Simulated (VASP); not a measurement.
# Sc (Fd-3m) in VASP: a series of runs

The runs below take Sc through single point, with PBEsol.

Program: VASP 6.6.1. These are calculated values, not measurements. Logs are shortened: lines on timing, memory, paths and dates and some standing lists are left out, and cuts for length are marked.

**1. The structure**

Symmetry: Fd-3m, No. 227, cubic system. Conventional cell: a = 6.300 Å, b = 6.300 Å, c = 6.300 Å, α = 90.00°, β = 90.00°, γ = 90.00°. Around Sc (site symmetry -43m) lie 4 Sc at 2.73 Å.

This isn't the form of Sc at room conditions, which is hcp.

**2. Single point, PBEsol**

INCAR

```
  PREC = Accurate
  ENCUT = 520
  EDIFF = 1E-6
  ISMEAR = -1
  SIGMA = 0.1
  LREAL = False
  LASPH = True
  NELM = 80
  ALGO = Normal
  ISIF = 2
  LWAVE = False
  LCHARG = False
  GGA = PS
  NBANDS = 18
```

KPOINTS

```
regular mesh
0
Gamma
  14 14 14
```

POSCAR

```
Sc
1.0
    0.0000000000      3.1498198357      3.1498198357
    3.1498198357      0.0000000000      3.1498198357
    3.1498198357      3.1498198357      0.0000000000
Sc
2
Direct
    0.1250000000      0.1250000000      0.1250000000
    0.8750000000      0.8750000000      0.8750000000
```

Potentials or basis: VASP PAW PBE potentials, release 64 (Sc_sv).

Run with:

```bash
$ cat potpaw_PBE.64/Sc_sv/POTCAR > POTCAR
$ mpirun -np 1 vasp_std > vasp.out
```

OUTCAR:

```text
PREC = Accurate
   ENCUT = 520
   EDIFF = 1E-6
   ISMEAR = -1
   LREAL = False
   LASPH = True
   NELM = 80
   ISIF = 2
   GGA = PS

 ion  position               nearest neighbor table
   1  0.125  0.125  0.125-   2 2.73   2 2.73   2 2.73   2 2.73
   2  0.875  0.875  0.875-   1 2.73   1 2.73   1 2.73   1 2.73

  LATTYP: Found a face centered cubic cell.
 ALAT       =     6.2996396714

  Lattice vectors:

 A1 = (   0.0000000000,   3.1498198357,   3.1498198357)
 A2 = (   3.1498198357,   0.0000000000,   3.1498198357)
 A3 = (   3.1498198357,   3.1498198357,   0.0000000000)

Analysis of symmetry for initial positions (statically):
=====================================================================
 Subroutine PRICEL returns:
 Original cell was already a primitive cell.

 Routine SETGRP: Setting up the symmetry group for a
 face centered cubic supercell.

 Subroutine GETGRP returns: Found 48 space group operations
 (whereof 12 operations were pure point group operations)
 out of a pool of 48 trial point group operations.

The static configuration has the point symmetry D_3d.
 The point group associated with its full space group is O_h .

Analysis of symmetry for dynamics (positions and initial velocities):
=====================================================================
 Subroutine PRICEL returns:
 Original cell was already a primitive cell.

 Routine SETGRP: Setting up the symmetry group for a
 face centered cubic supercell.

 Subroutine GETGRP returns: Found 48 space group operations
 (whereof 12 operations were pure point group operations)
 out of a pool of 48 trial point group operations.

The dynamic configuration has the point symmetry D_3d.
 The point group associated with its full space group is O_h .

 Subroutine INISYM returns: Found 48 space group operations
 (whereof 12 operations are pure point group operations),
 and found     1 'primitive' translations

----------------------------------------------------------------------------------------

                                     Primitive cell

  volume of cell :      62.5010

  direct lattice vectors                    reciprocal lattice vectors
     0.000000000  3.149819836  3.149819836    -0.158739238  0.158739238  0.158739238
     3.149819836  0.000000000  3.149819836     0.158739238 -0.158739238  0.158739238
     3.149819836  3.149819836  0.000000000     0.158739238  0.158739238 -0.158739238

  length of vectors
     4.454517931  4.454517931  4.454517931     0.274944425  0.274944425  0.274944425

[... 79 lines left out ...]
   NELM   =     80;   NELMIN=  2; NELMDL= -5     # of ELM steps
   EDIFF  = 0.1E-05   stopping-criterion for ELM
   LREAL  =      F    real-space projection
   EDIFFG = 0.1E-04   stopping-criterion for IOM
   NSW    =      0    number of steps for IOM
   IBRION =     -1    ionic relax: 0-MD 1-quasi-New 2-CG
   NFREE  =      0    steps in history (QN), initial steepest desc. (CG)
   ISIF   =      2    stress and relaxation
   ISYM   =      2    0-nonsym 1-usesym 2-fastsym
   POTIM  = 0.5000    time-step for ionic-motion
   TEBEG  =    0.0;   TEEND  =   0.0 temperature during run
   PSTRESS=    0.0 pullay stress
   NELECT =      22.0000    total number of electrons
   NUPDOWN=      -1.0000    fix difference up-down
   EMIN   =  10.00;   EMAX   =-10.00  energy-range for DOS
   EFERMI =   0.00;   METHOD = LEGACY
   ISMEAR =    -1;   SIGMA  =   0.10  broadening in eV -4-tet -1-fermi 0-gaus
   EFERMI_NEDOS =   21; number of points for ismear=-14 and -15
   IALGO  =     38    algorithm
   IMIX   =      4    mixing-type and parameters
     AMIX     =   0.40;   BMIX     =  1.00
     AMIX_MAG =   1.60;   BMIX_MAG =  1.00
  volume/ion in A,a.u.               =      31.25       210.89
  Fermi-wavevector in a.u.,A,eV,Ry     =   1.155899  2.184333 18.178789  1.336103
  Thomas-Fermi vector in A             =   2.292524
   LORBIT       =      0    0 simple, 1 ext, 2 COOP (PROOUT), +10 PAW based schemes
   GGA     = PS    functional components
   LHFCALC =     F    Hartree Fock is set to
   AEXX    =    0.0000 exact exchange contribution
   IVDW    =     0    specifies the selected vdW correction
   LEPSILON=     F    determine dielectric tensor
   LRPA    =     F    only Hartree local field effects (RPA)
 non-spin polarized calculation
  energy-cutoff  :      520.00
  volume of cell :       62.50
 maximum number of plane-waves:      1704
 NGX is ok and might be reduce to    36
   NGX = 17   NGY = 17   NGZ = 17

 number of electron      22.0000000 magnetization

 Free energy of the ion-electron system (eV)
  ---------------------------------------------------
  ext. energy  EPLUGINS =         0.00000000
  ---------------------------------------------------
  free energy    TOTEN  =        -9.23329225 eV

  energy without entropy =       -9.07605236  energy(sigma->0) =       -9.15467230

 E-fermi :   2.0956     XC(G=0):  -8.8644

 val. band max:        2.0922006801   @ k =   0.3571   0.1429   0.0714
 cond. band min:       2.1006927937   @ k =   0.1429   0.0714   0.0000
 fundamental gap:      0.0084921137
 Fermi energy:         2.0956476233

 k-point     1 :       0.0000    0.0000    0.0000
  band No.  band energies     occupation
      1     -47.5151      2.00000
      2     -47.2078      2.00000
      3     -26.4042      2.00000
      4     -26.4042      2.00000
      5     -26.4042      2.00000
      6     -25.8925      2.00000
[... 481 lines left out ...]
      5     -26.3600      2.00000
      6     -25.9430      2.00000
[... 10 lines left out ...]
     17       4.0869      0.00000
     18       5.5040      0.00000

 [... further k-points ...]

------------------------ aborting loop because EDIFF is reached ----------------------------------------

  FORCE on cell =-STRESS in cart. coord.  units (eV):
  Direction    XX          YY          ZZ          XY          YZ          ZX
  --------------------------------------------------------------------------------------
  -------------------------------------------------------------------------------------
  Total       -0.0055285     -0.0055285     -0.0055285     -0.0000000      0.0000000      0.0000000
  in kB       -0.1417197     -0.1417197     -0.1417197     -0.0000000      0.0000000      0.0000000
  external PRESSURE =      -0.1417197 kB  Pullay stress =       0.0000000 kB

 VOLUME and BASIS-vectors are now :
 -----------------------------------------------------------------------------
  energy-cutoff  :      520.00
  volume of cell :       62.50
      direct lattice vectors                 reciprocal lattice vectors
     0.000000000  3.149819836  3.149819836    -0.158739238  0.158739238  0.158739238
     3.149819836  0.000000000  3.149819836     0.158739238 -0.158739238  0.158739238
     3.149819836  3.149819836  0.000000000     0.158739238  0.158739238 -0.158739238

 POSITION                                       TOTAL-FORCE (eV/Angst)
 -----------------------------------------------------------------------------------
      0.78745      0.78745      0.78745         0.000000      0.000000      0.000000
      5.51218      5.51218      5.51218        -0.000000     -0.000000     -0.000000
 -----------------------------------------------------------------------------------
    total drift:                                0.000000      0.000000      0.000000

  FREE ENERGIE OF THE ION-ELECTRON SYSTEM (eV)
  ---------------------------------------------------
  free  energy   TOTEN  =        -9.2332922516 eV

  energy  without entropy=       -9.0760523557  energy(sigma->0) =       -9.15467230
```

stdout:

```text
POSCAR found type information on POSCAR Sc
 POSCAR found :  1 types and       2 ions
 scaLAPACK will be used
 -----------------------------------------------------------------------------
|                                                                             |
|                                                                             |
|     You enforced a specific xc type in the INCAR file but a different       |
|     I HOPE YOU KNOW WHAT YOU ARE DOING!                                     |
|                                                                             |
 -----------------------------------------------------------------------------

 LDA part: xc-table for (Slater+PW92), standard interpolation
 POSCAR, INCAR and KPOINTS ok, starting setup
 FFT: planning ... GRIDC
 FFT: planning ... GRID_SOFT
 FFT: planning ... GRID
 WAVECAR not read
 entering main loop
```

Run time: 2 min. Hardware: 1 thread of Intel Xeon Platinum 8488C (Sapphire Rapids), shared host; peak memory 0.25 GiB.

Results:

| Property | Result |
| --- | --- |
| Free energy | -9.2333 eV |
| Pressure | 0.0 GPa |
| Band gap on the k mesh | none (metal or under the smearing width) |

Caveat: the PAW data sets were made with another functional, which shifts forces and pressure a little.

**3. Single point, PBEsol**

This run uses another cell than the first one, of 28.75 Å³/atom, 0.920 times its volume.

INCAR

```
SYSTEM = Sc
ALGO = Normal
EDIFF = 1E-6
ENCUT = 520
GGA = PS
ISIF = 2
ISMEAR = -1
LASPH = .TRUE.
LCHARG = .FALSE.
LREAL = .FALSE.
LWAVE = .FALSE.
NBANDS = 18
NELM = 80
PREC = Accurate
SIGMA = 0.1
```

KPOINTS

```
k-points
0
G
  10 10 10
  0 0 0
```

POSCAR

```
Sc
1.0
    0.0000000000      3.0634795768      3.0634795768
    3.0634795768      0.0000000000      3.0634795768
    3.0634795768      3.0634795768      0.0000000000
Sc
2
Direct
    0.1250000000      0.1250000000      0.1250000000
    0.8750000000      0.8750000000      0.8750000000
```

Potentials or basis: VASP PAW PBE potentials, release 64 (Sc_sv).

Run with:

```bash
$ cat potpaw_PBE.64/Sc_sv/POTCAR > POTCAR
$ mpirun -np 1 vasp_std > vasp.out
```

OUTCAR:

```text
SYSTEM = Sc
   EDIFF = 1E-6
   ENCUT = 520
   GGA = PS
   ISIF = 2
   ISMEAR = -1
   LASPH = .TRUE.
   LREAL = .FALSE.
   NELM = 80
   PREC = Accurate

 ion  position               nearest neighbor table
   1  0.125  0.125  0.125-   2 2.65   2 2.65   2 2.65   2 2.65
   2  0.875  0.875  0.875-   1 2.65   1 2.65   1 2.65   1 2.65

  LATTYP: Found a face centered cubic cell.
 ALAT       =     6.1269591536

  Lattice vectors:

 A1 = (   0.0000000000,   3.0634795768,   3.0634795768)
[... 692 lines left out ...]
------------------------ aborting loop because EDIFF is reached ----------------------------------------

  FORCE on cell =-STRESS in cart. coord.  units (eV):
  Direction    XX          YY          ZZ          XY          YZ          ZX
  --------------------------------------------------------------------------------------
  -------------------------------------------------------------------------------------
  Total        0.4174881      0.4174881      0.4174881      0.0000000      0.0000000     -0.0000000
  in kB       11.6326795     11.6326795     11.6326795      0.0000000      0.0000000     -0.0000000
  external PRESSURE =      11.6326795 kB  Pullay stress =       0.0000000 kB

 VOLUME and BASIS-vectors are now :
 -----------------------------------------------------------------------------
  energy-cutoff  :      520.00
  volume of cell :       57.50
      direct lattice vectors                 reciprocal lattice vectors
     0.000000000  3.063479577  3.063479577    -0.163213100  0.163213100  0.163213100
     3.063479577  0.000000000  3.063479577     0.163213100 -0.163213100  0.163213100
     3.063479577  3.063479577  0.000000000     0.163213100  0.163213100 -0.163213100

 POSITION                                       TOTAL-FORCE (eV/Angst)
 -----------------------------------------------------------------------------------
      0.76587      0.76587      0.76587         0.000000     -0.000000      0.000000
      5.36109      5.36109      5.36109        -0.000000      0.000000     -0.000000
 -----------------------------------------------------------------------------------
    total drift:                                0.000000      0.000000     -0.000000

  FREE ENERGIE OF THE ION-ELECTRON SYSTEM (eV)
  ---------------------------------------------------
  free  energy   TOTEN  =        -9.2141561002 eV

  energy  without entropy=       -9.0705948866  energy(sigma->0) =       -9.14237549
```

OSZICAR:

```text
N       E                     dE             d eps       ncg     rms          rms(c)
DAV:   1     0.373073467764E+03    0.37307E+03   -0.10849E+04  1692   0.126E+03
DAV:   2     0.104952261023E+02   -0.36258E+03   -0.35575E+03  2076   0.534E+02
DAV:   3    -0.981683494273E+01   -0.20312E+02   -0.19708E+02  2816   0.158E+02
DAV:   4    -0.102220375918E+02   -0.40520E+00   -0.40091E+00  2540   0.206E+01
DAV:   5    -0.102267898898E+02   -0.47523E-02   -0.47436E-02  2810   0.237E+00    0.712E+00
DAV:   6    -0.925660883976E+01    0.97018E+00   -0.35376E+00  2372   0.169E+01    0.167E+00
DAV:   7    -0.921962867506E+01    0.36980E-01   -0.19545E-01  2544   0.353E+00    0.630E-01
DAV:   8    -0.921470551218E+01    0.49232E-02   -0.19327E-02  2050   0.180E+00    0.249E-01
DAV:   9    -0.921426299095E+01    0.44252E-03   -0.65954E-03  2336   0.819E-01    0.566E-02
DAV:  10    -0.921415411895E+01    0.10887E-03   -0.71323E-04  2412   0.249E-01    0.427E-03
DAV:  11    -0.921415673725E+01   -0.26183E-05   -0.14638E-05  2854   0.478E-02    0.470E-03
DAV:  12    -0.921415610020E+01    0.63706E-06   -0.42902E-06  1910   0.211E-02
   1 F= -.92141561E+01 E0= -.91423755E+01  d E =-.143561E+00
```

Wall time 46 s (1 thread of Intel Xeon Platinum 8488C (Sapphire Rapids), shared host); peak memory 0.19 GiB.

Results:

| Quantity | Value |
| --- | --- |
| Free energy | -9.2142 eV |
| Pressure | 1.2 GPa |
| Band gap on the k mesh | none (metal or under the smearing width) |

Caveat: the PAW data sets were made with another functional, which shifts forces and pressure a little.

[end of part 1 of 2]
